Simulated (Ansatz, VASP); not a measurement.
# Two plane-wave programs on ZrB

File INCAR:

```
SYSTEM = ZrB
  ALGO = Normal
  EDIFF = 1E-6
  EDIFFG = -0.04
  ENCUT = 600
  GGA = PE
  IBRION = 2
  ISIF = 3
  ISMEAR = 0
  LASPH = .True.
  LCHARG = .False.
  LREAL = .False.
  LWAVE = .False.
  NELM = 100
  NSW = 60
  PREC = Accurate
  SIGMA = 0.1
```

The input KPOINTS:

```
k-points
0
Gamma
  6 6 6
  0 0 0
```

Contents of POSCAR:

```
ZrB
1.0
    0.0000000000      2.3250000000      2.3250000000
    2.3250000000      0.0000000000      2.3250000000
    2.3250000000      2.3250000000      0.0000000000
Zr B
1 1
Direct
    0.0000000000      0.0000000000      0.0000000000
    0.5000000000      0.5000000000      0.5000000000
```

Input for Ansatz:

```yaml
crystal:
  lattice:
    - [0.0, 2.325, 2.325]
    - [2.325, 0.0, 2.325]
    - [2.325, 2.325, 0.0]
  atoms:
    - { symbol: Zr, position: [0.0, 0.0, 0.0] }
    - { symbol: B, position: [0.5, 0.5, 0.5] }
basis:
  ecutwfc: 420
kpoints:
  mp_grid: { grid: [6, 6, 6] }
hamiltonian:
  xc: pbe
scf:
  occupations: { method: gaussian, width: 0.1 }
output:
  forces: true
  stress: true
  eigenvalues: true
relax:
  adjacent_minimum: "off"
  f_tol: 0.04
  max_steps: 40
  cell: { stress_tol: 0.4 }
```

Alike in both runs: task relaxation of cell and atoms; functional PBE; k mesh 6 × 6 × 6; occupations gaussian, width 0.1 eV; no spin polarisation.

|  | VASP | Ansatz |
| --- | --- | --- |
| version | VASP 6.6.1 | Ansatz 0.2.0 |
| potentials or method | VASP PAW PBE potentials, release 64 (Zr_sv, B) | scalar-relativistic, plane waves, PAW |
| plane-wave cutoff (eV) | 600 | 420 |
| valence electrons in the cell | 15 | 15 |

VASP gave:

```
gap on the k mesh at the Fermi level, each at its own relaxed structure (eV) : none
relaxed volume (Å³/atom)                                                     : 14.78
relaxed cell length with the largest relative difference (Å)                 : 3.470
energy change over the relaxation (meV/atom)                                 : -210
```

Problem. Estimate Ansatz's values.

Solution. gap on the k mesh at the Fermi level, each at its own relaxed structure (eV): none; relaxed volume (Å³/atom): 14.73; relaxed cell length with the largest relative difference (Å): 3.467; energy change over the relaxation (meV/atom): -208.

A gap of «none» marks a metal or a gap that the smearing closes.

Caveats: the k mesh is coarse (spacing up to 0.39 Å⁻¹), so the values aren't converged; the volume moved by over 15 % at a fixed basis, so the end points are rough; the volume moved by +18 % from the deposited cell, more than functionals usually miss. PBE usually gives volumes a little too large and moduli too small. Zero-point motion and thermal expansion aren't in these numbers.
